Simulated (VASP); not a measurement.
## CdS (strained zincblende): one PBE single-point calculation in two programs

```xyz
2
Lattice="0.0000 2.9686 2.8941 2.9686 0.0000 2.8941 2.9686 2.9686 0.0000" Properties=species:S:1:pos:R:3 pbc="T T T"
Cd    0.0000    0.0000    0.0000
S     1.4843    1.4843    1.4470
```

Each program uses its own PAW datasets. VASP's cell holds 18 valence electrons and Ansatz's 26. Ansatz's stress includes a Pulay correction; VASP's doesn't.

Cutoffs: 520 eV in VASP, 420 eV in Ansatz. k meshes: 8×8×8 and 8×8×8.

|  | VASP | Ansatz |
| --- | --- | --- |
| gap between bands v and c | 1.04 eV | 1.04 eV |
| least direct gap | 1.04 eV | 1.04 eV |
| pressure | 1.4 GPa | 1.1 GPa |

Band v is the last that the valence electrons fill when counted band by band, and c is the next. Levels in eV from the top of v, Ansatz:

| point | v−1 | v | c | c+1 |
| --- | --- | --- | --- | --- |
| Γ | -0.07 | 0.00 | 1.04 | 6.49 |
| X | -1.89 | -1.89 | 3.50 | 4.13 |
| K | -2.46 | -1.46 | 4.24 | 5.36 |
| L | -0.81 | -0.71 | 2.92 | 6.85 |
| W | -2.18 | -2.14 | 5.22 | 5.35 |

VASP:

```tsv
point	v−1	v	c	c+1
Γ	-0.07	0.00	1.04	6.51
X	-1.90	-1.90	3.50	4.13
K	-2.46	-1.46	4.24	5.38
L	-0.81	-0.71	2.92	6.87
W	-2.18	-2.15	5.23	5.36
```
